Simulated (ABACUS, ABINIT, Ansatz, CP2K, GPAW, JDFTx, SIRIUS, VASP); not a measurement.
**PtS2: 8 runs at one level of theory**

```
Pt S
1.0
     3.54320    0.00000    0.00000
    -1.77160    3.06850    0.00000
     0.00000    0.00000    5.03880
Pt S
1 2
Direct
  0.99943 0.99349 0.01005
  0.66718 0.33107 0.77169
  0.33506 0.67148 0.23435
```

Atoms were shifted at random by some hundredths of an Å from the given cell, which wasn't relaxed again for these runs.

Alike in all runs: task single point; functional PBEsol; k mesh 9 × 9 × 5; occupations fermi-dirac, width 0.05 eV; no spin polarisation; no spin-orbit coupling. Pressure is positive in compression and, in plane waves, holds the error of the finite cutoff.

| program and potentials | plane-wave cutoff (eV) | notes | pressure (GPa) | largest force (eV/Å) | energy over the undisturbed cell (meV/atom) |
| --- | --- | --- | --- | --- | --- |
| ABACUS, PseudoDojo NC SR 0.4.1 PBEsol standard, plane waves | 1143 | 10 valence electrons an atom on average | 4.43 | 1.090 | -4.54 |
| JDFTx, PseudoDojo-SR-PBEsol-0.4.1-standard with smoothed tails | 1143 | 10 valence electrons an atom on average | 4.43 | 1.089 | -4.55 |
| VASP, PBE PAW files Pt, S, 520 eV | 520 | potentials made for PBE; 7.33 valence electrons an atom on average | 4.31 | 1.083 | - |
| SIRIUS, PseudoDojo 0.4.1 PBEsol standard (scalar relativistic) | 1152 | 10 valence electrons an atom on average | 4.43 | 1.089 | - |
| CP2K, POTENTIAL_UZH Pt GTH-PBE-q18, S GTH-PBE-q6; TZVP-MOLOPT-PBE-GTH basis | - | atomic basis; potentials made for PBE; 10 valence electrons an atom on average | 6.08 | 1.334 | - |
| ABINIT, PseudoDojo NC SR PBEsol v0.4.1 standard | 1143 | 10 valence electrons an atom on average | 4.43 | 1.089 | - |
| Ansatz, all-electron LAPW, scalar-relativistic | - | - | 4.61 | 1.101 | - |
| GPAW, PAW data sets generated for this functional | 600 | 9.33 valence electrons an atom on average | 4.60 | 1.117 | -5.06 |

Force on atom 3 (S), eV/Å:

| program and potentials | x | y | z |
| --- | --- | --- | --- |
| ABACUS, PseudoDojo NC SR 0.4.1 PBEsol standard, plane waves | 0.142 | -0.375 | 1.013 |
| JDFTx, PseudoDojo-SR-PBEsol-0.4.1-standard with smoothed tails | 0.142 | -0.375 | 1.012 |
| VASP, PBE PAW files Pt, S, 520 eV | 0.143 | -0.376 | 1.005 |
| SIRIUS, PseudoDojo 0.4.1 PBEsol standard (scalar relativistic) | 0.142 | -0.375 | 1.012 |
| CP2K, POTENTIAL_UZH Pt GTH-PBE-q18, S GTH-PBE-q6; TZVP-MOLOPT-PBE-GTH basis | 0.154 | -0.405 | 1.262 |
| ABINIT, PseudoDojo NC SR PBEsol v0.4.1 standard | 0.142 | -0.375 | 1.012 |
| Ansatz, all-electron LAPW, scalar-relativistic | 0.143 | -0.377 | 1.025 |
| GPAW, PAW data sets generated for this functional | 0.141 | -0.372 | 1.044 |

The pressure spans 4.31 (VASP, PBE PAW files Pt, S, 520 eV) to 6.08 GPa (CP2K, POTENTIAL_UZH Pt GTH-PBE-q18, S GTH-PBE-q6; TZVP-MOLOPT-PBE-GTH basis), with all-electron results at 4.61. The pressure on the cell as given of CP2K, POTENTIAL_UZH Pt GTH-PBE-q18, S GTH-PBE-q6; TZVP-MOLOPT-PBE-GTH basis lies far from the others; the cause wasn't traced. Rows in atomic bases carry the error of their basis and grid, which can be large.

The functional is the same throughout but for its coding, so the spread measures potentials, basis and numerics; runs on potential files found faulty are left out.
